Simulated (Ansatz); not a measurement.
The system is HfO2.

```
Hf O
1.0
     5.55640    0.00000    0.00000
     0.00000    3.33360    0.00000
     0.00000    0.00000    6.50500
Hf O
4 8
Direct
  0.74868 0.75000 0.60787
  0.25132 0.25000 0.39213
  0.24868 0.75000 0.89213
  0.75132 0.25000 0.10787
  0.63950 0.25000 0.42340
  0.36050 0.75000 0.57660
  0.13950 0.25000 0.07660
  0.86050 0.75000 0.92340
  0.52079 0.25000 0.84145
  0.47921 0.75000 0.15855
  0.02079 0.25000 0.65855
  0.97921 0.75000 0.34145
```

Measurements of this composition are mostly on another form, of space group No. 14.

| Property | Result |
| --- | --- |
| Program | Ansatz 0.2.0 |
| Task | relaxation of cell and atoms |
| Functional | PBE |
| Potentials or basis | Ansatz PAW |
| Cutoff | 420 eV (not typed: the program's choice for these potentials) |
| k mesh | 4 × 6 × 3 |
| Occupations | fermi-dirac, width 0.05 eV |
| Spin | no spin polarisation |
| Hubbard terms | Hf d U = 4 eV |

At the start: volume 10.04 Å³/atom.

Q: Where does the relaxation end?

A: It ends after 11 steps and the volume is 10.52 Å³/atom (+4.7 %); space group Pnma (No. 62, to 0.05 Å).

The path:
| step | energy change (eV) | largest force (eV/Å) | volume (Å³) |
| --- | --- | --- | --- |
| 1 | 0.0000 | 0.1556 | 120.49 |
| 2 | -0.0942 | 0.2600 | 126.10 |
| 3 | -0.1102 | 0.1699 | 125.14 |
| 4 | -0.1187 | 0.0605 | 125.59 |
| 5 | -0.1194 | 0.0162 | 125.75 |
| 6 | -0.1195 | 0.0036 | 125.76 |
| 7 | -0.1583 | 0.0042 | 125.76 |
| 8 | -0.1570 | 0.0038 | 126.14 |
| 9 | -0.1590 | 0.0037 | 126.14 |
| 10 | -0.1586 | 0.0004 | 126.20 |
| 11 | -0.1588 | 0.0004 | 126.20 |

Final structure:
```
CELL_PARAMETERS angstrom
5.59970 0.00000 0.00000
0.00000 3.40348 0.00000
0.00000 0.00000 6.62177
ATOMIC_POSITIONS crystal
Hf 0.75295 0.75000 0.60118
Hf 0.24705 0.25000 0.39882
Hf 0.25295 0.75000 0.89882
Hf 0.74705 0.25000 0.10118
O 0.63815 0.25000 0.41917
O 0.36185 0.75000 0.58083
O 0.13815 0.25000 0.08083
O 0.86185 0.75000 0.91917
O 0.51367 0.25000 0.84468
O 0.48633 0.75000 0.15532
O 0.01367 0.25000 0.65532
O 0.98633 0.75000 0.34468
```

Caveat: the plane-wave basis is chosen anew once the cell has moved, so the energies of steps on either side of that aren't comparable; the pressure holds a Pulay correction of +0.9 GPa for the finite cutoff.
